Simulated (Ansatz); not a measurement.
**CdTe₄ and its competing phases**

Method: DFT PBE, scalar-relativistic, plane waves, PAW (Ansatz 0.2.0). Settings: cutoff 420 eV, Γ-centred meshes spaced at most about 0.3 Å⁻¹, and about 0.25 Å⁻¹ or finer for metals (2π included), Gaussian smearing. No spin polarisation.

Formation energies are uncorrected and refer to the elements' standard structures at the same level.

All energies are static (0 K, no zero-point motion). No dispersion correction is applied, so the spacing and binding between layers, chains or molecules are poorly described (CdTe4 P4/mmm). These runs have no spin–orbit coupling, which can matter for Te. The reference form of Te is held partly by dispersion forces, which this level lacks.

The competitors are the elements and 1 reference phase of this chemical system (from databases or known types: CdTe), relaxed at the same level; other known phases may be missing.

The candidate was reached from: random cell.

```yaml
crystal:
  lattice:
    - [4.46639, 0.00000, 0.00000]
    - [0.00000, 4.46639, 0.00000]
    - [0.00000, 0.00000, 8.52487]
  atoms:
    - { symbol: Cd, position: [0.00000, 0.00000, 0.00000] }
    - { symbol: Te, position: [0.00000, 0.50000, 0.73369] }
    - { symbol: Te, position: [0.50000, 0.00000, 0.73369] }
    - { symbol: Te, position: [0.00000, 0.50000, 0.26631] }
    - { symbol: Te, position: [0.50000, 0.00000, 0.26631] }
```

The lowest competing mixture at this composition:

```json
{"phase": "Te", "space group": "-", "source": "element", "share of atoms": "0.6000", "ΔE_f (eV/atom)": "0.000"}
{"phase": "CdTe", "space group": "F-43m (No. 216)", "source": "COD", "share of atoms": "0.4000", "ΔE_f (eV/atom)": "-0.464"}
```

Question: What are the hull's energy here, the candidate's formation energy and its margin?

Answer: The hull lies at -0.186 eV/atom, the weighted sum of the last column. The candidate has 0.050 eV/atom, which is 0.24 eV/atom above it. The candidate matches no cell in the subsets of the Crystallography Open Database and the Materials Project at hand. A phase this far over the hull is unlikely to be made.
